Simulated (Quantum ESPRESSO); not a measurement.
Crystal: SiC (Moissanite).

```
Si C
1.0
     3.07600    0.00000    0.00000
    -1.53800    2.66389    0.00000
     0.00000    0.00000    5.04800
Si C
2 2
Cartesian
  1.5380 0.8880 2.5240
  0.0000 1.7759 0.0000
  1.5380 0.8880 4.4675
  0.0000 1.7759 1.9435
```

Base run:

- Program: Quantum ESPRESSO 7.5
- Functional: BLYP
- Potentials or basis: PseudoDojo 0.4.1 SR PBE standard
- Cutoff: 1116 eV
- Density cutoff: 4463 eV
- k mesh: 8 × 8 × 4, shifted
- Occupations: fermi-dirac, width 0.05 eV
- Spin: no spin polarisation

Its results: pressure 10.2 GPa; largest force 0.766 eV/Å; electronic dielectric tensor (diagonal) 6.59, 6.59, 7.11.

Task: After a change of settings the same cell gave: pressure 3.7 GPa; largest force 0.760 eV/Å; electronic dielectric tensor (diagonal) 6.91, 6.91, 7.48. Which change was it?
A. functional from BLYP to LDA; potentials or basis from PseudoDojo 0.4.1 SR PBE standard to PseudoDojo 0.4.1 SR LDA standard
B. functional from BLYP to PBEsol; potentials or basis from PseudoDojo 0.4.1 SR PBE standard to PseudoDojo 0.4.1 SR PBEsol standard
C. functional from BLYP to PBE
D. functional from BLYP to WC

Result: C.

PBE binds more tightly than BLYP, so the same cell stands under less pressure.

Caveats: the cell is more than 3 GPa from zero pressure, which shifts response properties; the potentials were made for another functional, which shifts forces and pressure (some runs).
